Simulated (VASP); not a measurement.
# Ca (Fm-3m) in VASP: settings compared

The runs below take Ca through single point, with PBEsol, r2SCAN.

Everything below comes from runs of VASP 6.6.1. Logs are shortened: lines on timing, memory, paths and dates and some standing lists are left out, and cuts for length are marked.

### Step 1. The crystal as given

Symmetry: Fm-3m, No. 225, cubic system. The conventional cell has a = 5.458 Å, b = 5.458 Å, c = 5.458 Å, α = 90.00°, β = 90.00°, γ = 90.00°. Around Ca (site symmetry m-3m) lie 12 Ca at 3.86 Å.

### Step 2. Single point, PBEsol

Input file INCAR:

```
SYSTEM = Ca
PREC     = Accurate       ! precision mode
ENCUT    = 700            ! plane-wave cutoff, eV
EDIFF    = 1E-7           ! SCF threshold, eV
ISMEAR   = 0              ! smearing method
SIGMA    = 0.1            ! smearing width, eV
LREAL    = .FALSE.        ! projectors in reciprocal space
LASPH    = .TRUE.         ! aspherical terms in the spheres
NELM     = 100            ! most SCF steps
ALGO     = Normal         ! electronic algorithm
ISIF     = 2              ! what is computed and relaxed
LWAVE    = .FALSE.        ! write WAVECAR
LCHARG   = .TRUE.         ! write CHGCAR
GGA      = PS             ! functional
LELF     = .TRUE.         ! ELF
LVHAR    = .TRUE.
```

Input file KPOINTS:

```
Automatic mesh
0
G
  14 14 14
  0 0 0
```

Input file POSCAR:

```
Ca
1.0
    0.0000000000      2.7290300000      2.7290300000
    2.7290300000      0.0000000000      2.7290300000
    2.7290300000      2.7290300000      0.0000000000
Ca
1
Direct
    1.0000000000      0.0000000000      0.0000000000
```

Potentials or basis: VASP PAW PBE potentials, release 64 (Ca_sv).

Launch:

```bash
> cat potpaw_PBE.64/Ca_sv/POTCAR > POTCAR
> mpirun -np 1 vasp_std > vasp.out
```

OUTCAR:

```text
SYSTEM = Ca
   PREC = Accurate
   ENCUT = 700
   EDIFF = 1E-7
   ISMEAR = 0
   LREAL = .FALSE.
   LASPH = .TRUE.
   NELM = 100
   ISIF = 2
   GGA = PS

 ion  position               nearest neighbor table
   1  0.000  0.000  0.000-

  LATTYP: Found a face centered cubic cell.
 ALAT       =     5.4580600000

  Lattice vectors:

 A1 = (   0.0000000000,   2.7290300000,   2.7290300000)
 A2 = (   2.7290300000,   0.0000000000,   2.7290300000)
 A3 = (   2.7290300000,   2.7290300000,   0.0000000000)

Analysis of symmetry for initial positions (statically):
=====================================================================
 Subroutine PRICEL returns:
 Original cell was already a primitive cell.

 Routine SETGRP: Setting up the symmetry group for a
 face centered cubic supercell.

 Subroutine GETGRP returns: Found 48 space group operations
 (whereof 48 operations were pure point group operations)
 out of a pool of 48 trial point group operations.

The static configuration has the point symmetry O_h .

Analysis of symmetry for dynamics (positions and initial velocities):
=====================================================================
 Subroutine PRICEL returns:
 Original cell was already a primitive cell.

 Routine SETGRP: Setting up the symmetry group for a
 face centered cubic supercell.

 Subroutine GETGRP returns: Found 48 space group operations
 (whereof 48 operations were pure point group operations)
 out of a pool of 48 trial point group operations.

The dynamic configuration has the point symmetry O_h .

 Subroutine INISYM returns: Found 48 space group operations
 (whereof 48 operations are pure point group operations),
 and found     1 'primitive' translations

----------------------------------------------------------------------------------------

                                     Primitive cell

  volume of cell :      40.6495

  direct lattice vectors                    reciprocal lattice vectors
     0.000000000  2.729030000  2.729030000    -0.183215282  0.183215282  0.183215282
     2.729030000  0.000000000  2.729030000     0.183215282 -0.183215282  0.183215282
     2.729030000  2.729030000  0.000000000     0.183215282  0.183215282 -0.183215282

  length of vectors
     3.859431238  3.859431238  3.859431238     0.317338176  0.317338176  0.317338176

  position of ions in fractional coordinates (direct lattice)
     0.000000000  0.000000000  0.000000000

  ion indices of the primitive-cell ions
   primitive index   ion index
                 1           1

----------------------------------------------------------------------------------------

 KPOINTS: Automatic mesh

Automatic generation of k-mesh.
 Grid dimensions read from file:
 generate k-points for:   14   14   14

 Generating k-lattice:

  Cartesian coordinates                     Fractional coordinates (reciprocal lattice)
    -0.013086806  0.013086806  0.013086806     0.071428571  0.000000000  0.000000000
     0.013086806 -0.013086806  0.013086806     0.000000000  0.071428571  0.000000000
     0.013086806  0.013086806 -0.013086806     0.000000000  0.000000000  0.071428571

  Length of vectors
     0.022667013  0.022667013  0.022667013

  Shift w.r.t. Gamma in fractional coordinates (k-lattice)
     0.000000000  0.000000000  0.000000000

 Subroutine IBZKPT returns following result:
 ===========================================

 Found    104 irreducible k-points:

 Following reciprocal coordinates:
            Coordinates               Weight
  0.000000  0.000000  0.000000      1.000000
  0.071429  0.000000  0.000000      8.000000
  0.142857  0.000000  0.000000      8.000000
  0.214286  0.000000  0.000000      8.000000
  0.285714  0.000000  0.000000      8.000000
  0.357143  0.000000  0.000000      8.000000
[... 16 lines left out ...]
  0.214286  0.142857  0.000000     24.000000
  0.285714  0.142857  0.000000     24.000000
 [... further k-points ...]
   k-points           NKPTS =    104   k-points in BZ     NKDIM =    104   number of bands    NBANDS=      9
   number of dos      NEDOS =    301   number of ions     NIONS =      1
   total plane-waves  NPLWV =  46656
   dimension x,y,z NGX =    36 NGY =   36 NGZ =   36
   dimension x,y,z NGXF=    72 NGYF=   72 NGZF=   72
   ions per type =               1
   NGX,Y,Z   is equivalent  to a cutoff of  15.51, 15.51, 15.51 a.u.
   NGXF,Y,Z  is equivalent  to a cutoff of  31.01, 31.01, 31.01 a.u.
 SYSTEM =  Ca
   PREC   = accura    normal or accurate (medium, high low for compatibility)
   ISTART =      0    job   : 0-new  1-cont  2-samecut
   ICHARG =      2    charge: 1-file 2-atom 10-const
   ISPIN  =      1    spin polarized calculation?
   LNONCOLLINEAR =      F non collinear calculations
   LSORBIT =      F    spin-orbit coupling
   LASPH  =      T    aspherical Exc in radial PAW
   ENCUT  =  700.0 eV  51.45 Ry    7.17 a.u.   8.33  8.33  8.33*2*pi/ulx,y,z
   NELM   =    100;   NELMIN=  2; NELMDL= -5     # of ELM steps
   EDIFF  = 0.1E-06   stopping-criterion for ELM
   LREAL  =      F    real-space projection
   EDIFFG = 0.1E-05   stopping-criterion for IOM
   NSW    =      0    number of steps for IOM
   IBRION =     -1    ionic relax: 0-MD 1-quasi-New 2-CG
   NFREE  =      0    steps in history (QN), initial steepest desc. (CG)
   ISIF   =      2    stress and relaxation
   ISYM   =      2    0-nonsym 1-usesym 2-fastsym
   POTIM  = 0.5000    time-step for ionic-motion
   TEBEG  =    0.0;   TEEND  =   0.0 temperature during run
   PSTRESS=    0.0 pullay stress
   NELECT =      10.0000    total number of electrons
   NUPDOWN=      -1.0000    fix difference up-down
   EMIN   =  10.00;   EMAX   =-10.00  energy-range for DOS
   EFERMI =   0.00;   METHOD = LEGACY
   ISMEAR =     0;   SIGMA  =   0.10  broadening in eV -4-tet -1-fermi 0-gaus
   EFERMI_NEDOS =   21; number of points for ismear=-14 and -15
   IALGO  =     38    algorithm
   IMIX   =      4    mixing-type and parameters
     AMIX     =   0.40;   BMIX     =  1.00
     AMIX_MAG =   1.60;   BMIX_MAG =  1.00
  volume/ion in A,a.u.               =      40.65       274.32
  Fermi-wavevector in a.u.,A,eV,Ry     =   1.025785  1.938453 14.316536  1.052236
  Thomas-Fermi vector in A             =   2.159644
   LORBIT       =      0    0 simple, 1 ext, 2 COOP (PROOUT), +10 PAW based schemes
   GGA     = PS    functional components
   LHFCALC =     F    Hartree Fock is set to
   AEXX    =    0.0000 exact exchange contribution
   IVDW    =     0    specifies the selected vdW correction
   LEPSILON=     F    determine dielectric tensor
   LRPA    =     F    only Hartree local field effects (RPA)
 non-spin polarized calculation
 Gauss-broadening in eV      SIGMA  =   0.10
  energy-cutoff  :      700.00
  volume of cell :       40.65
 maximum number of plane-waves:      1735
 NGX is ok and might be reduce to    36
   NGX = 17   NGY = 17   NGZ = 17

 number of electron      10.0000000 magnetization

 Free energy of the ion-electron system (eV)
  ---------------------------------------------------
  ext. energy  EPLUGINS =         0.00000000
  ---------------------------------------------------
  free energy    TOTEN  =        -2.13745584 eV

  energy without entropy =       -2.13041739  energy(sigma->0) =       -2.13393662

 E-fermi :   2.0314     XC(G=0):  -7.9302

 val. band max:        2.0285109505   @ k =  -0.4286   0.2143   0.0714
 cond. band min:       2.0523583339   @ k =  -0.3571   0.3571   0.0000
 fundamental gap:      0.0238473834
 Fermi energy:         2.0314345650

 k-point     1 :       0.0000    0.0000    0.0000
  band No.  band energies     occupation
      1     -39.7170      2.00000
      2     -20.7040      2.00000
      3     -20.7040      2.00000
      4     -20.7040      2.00000
      5      -2.0624      2.00000
      6       4.4132      0.00000
      7       4.4132      0.00000
      8       4.4132      0.00000
      9       5.5409      0.00000

 k-point     2 :       0.0714    0.0000    0.0000
  band No.  band energies     occupation
      1     -39.7162      2.00000
      2     -20.7122      2.00000
      3     -20.7052      2.00000
      4     -20.7052      2.00000
      5      -1.9721      2.00000
      6       4.3142      0.00000
      7       4.4486      0.00000
      8       4.4486      0.00000
      9       5.5095      0.00000

 k-point     3 :       0.1429    0.0000    0.0000
  band No.  band energies     occupation
      1     -39.7139      2.00000
      2     -20.7350      2.00000
      3     -20.7082      2.00000
      4     -20.7082      2.00000
      5      -1.7057      2.00000
      6       4.0478      0.00000
      7       4.5292      0.00000
      8       4.5292      0.00000
      9       5.4527      0.00000

 k-point     4 :       0.2143    0.0000    0.0000
  band No.  band energies     occupation
      1     -39.7106      2.00000
      2     -20.7677      2.00000
      3     -20.7127      2.00000
      4     -20.7127      2.00000
      5      -1.2782      2.00000
      6       3.6758      0.00000
      7       4.5725      0.00000
      8       4.5725      0.00000
      9       5.4772      0.00000

 k-point     5 :       0.2857    0.0000    0.0000
  band No.  band energies     occupation
      1     -39.7069      2.00000
      2     -20.8036      2.00000
      3     -20.7176      2.00000
      4     -20.7176      2.00000
      5      -0.7156      2.00000
      6       3.2444      0.00000
      7       4.5149      0.00000
      8       4.5149      0.00000
      9       5.6602      0.00000

 k-point     6 :       0.3571    0.0000    0.0000
  band No.  band energies     occupation
      1     -39.7035      2.00000
      2     -20.8357      2.00000
      3     -20.7221      2.00000
      4     -20.7221      2.00000
      5      -0.0602      2.00000
      6       2.7685      0.00000
      7       4.4100      0.00000
      8       4.4100      0.00000
      9       5.9317      0.00000
[... 169 lines left out ...]
 k-point    21 :      -0.0714    0.0714    0.0000
  band No.  band energies     occupation
      1     -39.7149      2.00000
      2     -20.7235      2.00000
      3     -20.7100      2.00000
      4     -20.7056      2.00000
      5      -1.8231      2.00000
      6       4.1681      0.00000
      7       4.4848      0.00000
      8       4.5127      0.00000
      9       5.3873      0.00000

 k-point    22 :       0.1429    0.1429    0.0000
  band No.  band energies     occupation
      1     -39.7129      2.00000
      2     -20.7341      2.00000
      3     -20.7152      2.00000
      4     -20.7152      2.00000
      5      -1.5884      2.00000
      6       3.9605      0.00000
      7       4.6098      0.00000
      8       4.6098      0.00000
      9       5.0700      0.00000

 k-point    23 :       0.2143    0.1429    0.0000
  band No.  band energies     occupation
      1     -39.7104      2.00000
      2     -20.7553      2.00000
      3     -20.7207      2.00000
      4     -20.7194      2.00000
      5      -1.2749      2.00000
      6       3.7216      0.00000
      7       4.6187      0.00000
      8       4.7069      0.00000
      9       4.9691      0.00000

 k-point    24 :       0.2857    0.1429    0.0000
  band No.  band energies     occupation
      1     -39.7071      2.00000
      2     -20.7846      2.00000
      3     -20.7263      2.00000
      4     -20.7245      2.00000
      5      -0.8114      2.00000
      6       3.4161      0.00000
      7       4.3826      0.00000
      8       4.7436      0.00000
      9       5.1984      0.00000

 [... further k-points ...]

------------------------ aborting loop because EDIFF is reached ----------------------------------------

  FORCE on cell =-STRESS in cart. coord.  units (eV):
  Direction    XX          YY          ZZ          XY          YZ          ZX
  --------------------------------------------------------------------------------------
  -------------------------------------------------------------------------------------
  Total        0.0008563      0.0008563      0.0008563     -0.0000000     -0.0000000      0.0000000
  in kB        0.0337492      0.0337492      0.0337492     -0.0000000     -0.0000000      0.0000000
  external PRESSURE =       0.0337492 kB  Pullay stress =       0.0000000 kB

 VOLUME and BASIS-vectors are now :
 -----------------------------------------------------------------------------
  energy-cutoff  :      700.00
  volume of cell :       40.65
      direct lattice vectors                 reciprocal lattice vectors
     0.000000000  2.729030000  2.729030000    -0.183215282  0.183215282  0.183215282
     2.729030000  0.000000000  2.729030000     0.183215282 -0.183215282  0.183215282
     2.729030000  2.729030000  0.000000000     0.183215282  0.183215282 -0.183215282

 POSITION                                       TOTAL-FORCE (eV/Angst)
 -----------------------------------------------------------------------------------
      0.00000      0.00000      0.00000         0.000000      0.000000      0.000000
 -----------------------------------------------------------------------------------
    total drift:                               -0.000000     -0.000000      0.000000

  FREE ENERGIE OF THE ION-ELECTRON SYSTEM (eV)
  ---------------------------------------------------
  free  energy   TOTEN  =        -2.1374558446 eV

  energy  without entropy=       -2.1304173877  energy(sigma->0) =       -2.13393662
```

It took 70 s on 1 thread of Intel Xeon Platinum 8375C at 2.90GHz (Ice Lake), shared host; peak memory 0.23 GiB.

Results:

* Free energy: -2.1375 eV
* Pressure: 0.0 GPa
* Band gap on the k mesh: none (metal or under the smearing width)

Caveat: the PAW data sets were made with another functional, which shifts forces and pressure a little.

### Step 3. Single point, PBEsol

INCAR, as its differences from that of step 2:

```diff
@@ -2,3 +2,3 @@
 PREC     = Accurate       ! precision mode
-ENCUT    = 700            ! plane-wave cutoff, eV
+ENCUT    = 520            ! plane-wave cutoff, eV
 EDIFF    = 1E-7           ! SCF threshold, eV
```

Input file KPOINTS:

```
Automatic mesh
0
G
  20 20 20
  0 0 0
```

POSCAR is that of step 2.

Potentials or basis: VASP PAW PBE potentials, release 64 (Ca_sv).

Launch:

```bash
> cat potpaw_PBE.64/Ca_sv/POTCAR > POTCAR
> mpirun -np 1 vasp_std > vasp.out
```

It took 1.9 min on 1 thread of Intel Xeon Platinum 8375C at 2.90GHz (Ice Lake), shared host; peak memory 0.25 GiB.

Results (log left out):

- Free energy: -2.1369 eV
- Pressure: 0.0 GPa
- Band gap on the k mesh: none (metal or under the smearing width)

Levels at points of the mesh, in eV from the Fermi level:
```tsv
k point	band 1	band 2	band 3	band 4	band 5	band 6	band 7	band 8	band 9
(0.00, 0.00, 0.00)	-41.75	-22.74	-22.74	-22.74	-4.10	2.38	2.38	2.38	3.50
(0.50, 0.00, 0.00)	-41.74	-22.90	-22.76	-22.76	-1.02	-0.12	2.26	2.26	4.23
(0.50, 0.50, 0.00)	-41.73	-22.89	-22.80	-22.80	-0.50	0.54	1.03	4.22	4.42
```

Caveat: the PAW data sets were made with another functional, which shifts forces and pressure a little.

### Step 4. Single point, PBEsol

INCAR, as its differences from that of step 3:

```diff
@@ -5,3 +5,3 @@
 ISMEAR   = 0              ! smearing method
-SIGMA    = 0.1            ! smearing width, eV
+SIGMA    = 0.5            ! smearing width, eV
 LREAL    = .FALSE.        ! projectors in reciprocal space
```

Input file KPOINTS:

```
Automatic mesh
0
G
  14 14 14
  0 0 0
```

POSCAR is that of step 3.

Launch:

```bash
> cat potpaw_PBE.64/Ca_sv/POTCAR > POTCAR
> mpirun -np 1 vasp_std > vasp.out
```

Run time: 47 s. Hardware: 1 thread of Intel Xeon Platinum 8375C at 2.90GHz (Ice Lake), shared host; peak memory 0.19 GiB.

It converged, with:

| Quantity | Value |
| --- | --- |
| Free energy | -2.2096 eV |
| Pressure | 0.1 GPa |
| Band gap on the k mesh | none (metal or under the smearing width) |

Levels at points of the mesh, in eV from the Fermi level:
```csv
k point,band 1,band 2,band 3,band 4,band 5,band 6,band 7,band 8,band 9
"(0.00, 0.00, 0.00)",-41.70,-22.69,-22.69,-22.69,-4.08,2.42,2.42,2.42,3.55
"(0.50, 0.00, 0.00)",-41.68,-22.85,-22.71,-22.71,-0.99,-0.10,2.30,2.30,4.27
"(0.50, 0.50, 0.00)",-41.67,-22.84,-22.74,-22.74,-0.47,0.58,1.06,4.27,4.47
```

Caveat: the PAW data sets were made with another functional, which shifts forces and pressure a little.

[end of part 1 of 2]
